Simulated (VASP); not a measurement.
Here is a VASP 6.6.1 calculation.

INCAR

```
PREC = Accurate ; ENCUT = 600
EDIFF = 1E-7 ; ISMEAR = 0
SIGMA = 0.1 ; LREAL = False
LASPH = True ; NELM = 60
ALGO = Fast ; ISIF = 3
LWAVE = False ; LCHARG = False
GGA = PS ; IBRION = 2
NSW = 90 ; EDIFFG = -0.005
```

Contents of KPOINTS:

```
Automatic mesh
0
Gamma
  18 18 18
```

The input POSCAR:

```
Pd
1.0
   -1.5431889800      1.5431889800      1.5431889800
    1.5431889800     -1.5431889800      1.5431889800
    1.5431889800      1.5431889800     -1.5431889800
Pd
1
Direct
    0.0000000000      0.0000000000      0.0000000000
```

Potentials or basis: VASP PAW PBE potentials, release 64 (Pd).

Run with:

```sh
$ cat potpaw_PBE.64/Pd/POTCAR > POTCAR
$ mpirun -np 1 vasp_std > vasp.out
```

Task: Predict the relaxed volume.

Result: 14.63 Å³/atom.

Task: Estimate the space group after relaxing (to 0.05 Å).

Result: Im-3m (No. 229).

Task: What does it give for the band gap on the k mesh?

Result: None (metal or under the smearing width).

Task: What does it give for the relaxed cell?

Result: a = 2.669 Å, b = 2.669 Å, c = 2.669 Å, α = 109.47°, β = 109.47°, γ = 109.47°.

Final structure:
```yaml
crystal:
  lattice:
    - [-1.54077, 1.54077, 1.54077]
    - [1.54077, -1.54077, 1.54077]
    - [1.54077, 1.54077, -1.54077]
  atoms:
    - { symbol: Pd, position: [0.00000, 0.00000, 0.00000] }
```

Caveat: the PAW data sets were made with another functional, which shifts forces and pressure a little.
